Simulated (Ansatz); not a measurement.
A relaxation of cell and atoms of AlAs (started from an entry of an open crystallographic database) with Ansatz, at the level PBEsol. The starting cell comes from a relaxation with PBE.

Input file:
```yaml
crystal:
  lattice:
    - [0.0, 2.8638066096, 2.8638066096]
    - [2.8638066096, 0.0, 2.8638066096]
    - [2.8638066096, 2.8638066096, 0.0]
  atoms:
    - { symbol: Al, position: [0.0, 0.0, 0.0] }
    - { symbol: As, position: [0.25, 0.25, 0.25] }
kpoints:
  mp_grid: { grid: [8, 8, 8] }
hamiltonian:
  xc: pbesol
scf:
  occupations: { method: fermi_dirac, width: 0.02 }
relax:
  f_tol: 0.005
  cell: {}
```

Run as `ansatz run input.yaml --threads 2 --pin off --max-ram 2211MiB --backend cpu --events-out ev --progress --plain --runs-dir out`.

Question: What will the output look like, and what does it show?

Answer: Output, abridged:
```
Functional definition: PBEsol
Crystal: 2 atoms, lattice volume = 46.974 Å³
Basis set: ecut = 420 eV, 941 PW (Γ)
Bands: 13, of which v1, the nominal top of the filled ones, is band 9 counted from 1 (8 counted from 0)
Symmetry: 24 space group operations
Space group: F-43m (ITA 216)
k-points: 29 of 512 (time reversal used)
SCF iter   1: HF=-5338.436156 eV  Δρ=2.83e-3  dr2=6.76e-3
SCF iter   2: HF=-5338.434265 eV  Δρ=1.12e-3  dr2=6.28e-4
SCF iter   3: HF=-5338.434259 eV  Δρ=3.55e-4  dr2=6.12e-5
SCF iter   4: HF=-5338.434274 eV  Δρ=8.71e-5  dr2=2.00e-6
SCF iter   5: HF=-5338.434275 eV  Δρ=1.10e-5  dr2=3.17e-8
SCF iter   6: HF=-5338.434275 eV  Δρ=3.63e-6  dr2=4.14e-9
SCF 1 converged in 6 iterations: F = -5338.434275 eV  dr2 = 4.14e-9
relax step 1: F+E_penalty+E_count = -5338.43427485 eV  P = -1.897 GPa  Ω = 46.974 Å³
SCF 2 converged in 5 iterations: F = -5338.442214 eV  dr2 = 3.96e-9
relax step 2: F+E_penalty+E_count = -5338.44221379 eV  P = -0.171 GPa  Ω = 45.796 Å³
SCF 3 converged in 4 iterations: F = -5338.442291 eV  dr2 = 3.37e-9
relax step 3: F+E_penalty+E_count = -5338.44229096 eV  P = +0.008 GPa  Ω = 45.683 Å³
SCF 4 converged in 5 iterations: F = -5338.442104 eV  dr2 = 8.36e-13
relax step 4: F+E_penalty+E_count = -5338.44210446 eV  P = +0.002 GPa  Ω = 45.683 Å³  (SCF on a basis re-selected at this cell)
SCF converged after 5 iterations
Free energy (F): -5338.442104 eV
Fermi energy:    6.864808 eV
--- Forces (eV/Å), atoms counted from 1 ---
  atom   1  Al      0.00000      0.00000      0.00000
  atom   2  As      0.00000      0.00000      0.00000
--- Stress (GPa, compression-positive) ---
        0.002075       0.000000       0.000000
        0.000000       0.002075       0.000000
        0.000000       0.000000       0.002075
  P = ⅓ Tr σ = 0.0021 GPa (0.021 kbar)
--- Relaxed structure (3 steps of the walk, 3 accepted, 1 SCFs on fresh bases) ---
  F+E_penalty+E_count = -5338.44210446 eV
  cell:  # Å, volume = 45.6825 Å³
    - [0.000000, 2.837309, 2.837309]
    - [2.837309, 0.000000, 2.837309]
    - [2.837309, 2.837309, 0.000000]
  atoms:
    - { symbol: Al, position: [0.000000, 0.000000, 0.000000] }
    - { symbol: As, position: [0.250000, 0.250000, 0.250000] }
```
Only the leading digits can be foreseen; the rest is this run's record.

In 3 steps the volume changed by -2.8 %; between the first SCF and the last, each on a basis chosen for its cell, the energy fell by 3.9 meV an atom. Final cell: it is cubic, F-43m (No. 216); conventional cell a = 5.675 Å, 22.84 Å³ an atom. Around Al lie 4 As at 2.46 Å; around As lie 4 Al at 2.46 Å.

(Simulation; spin polarisation is off.)
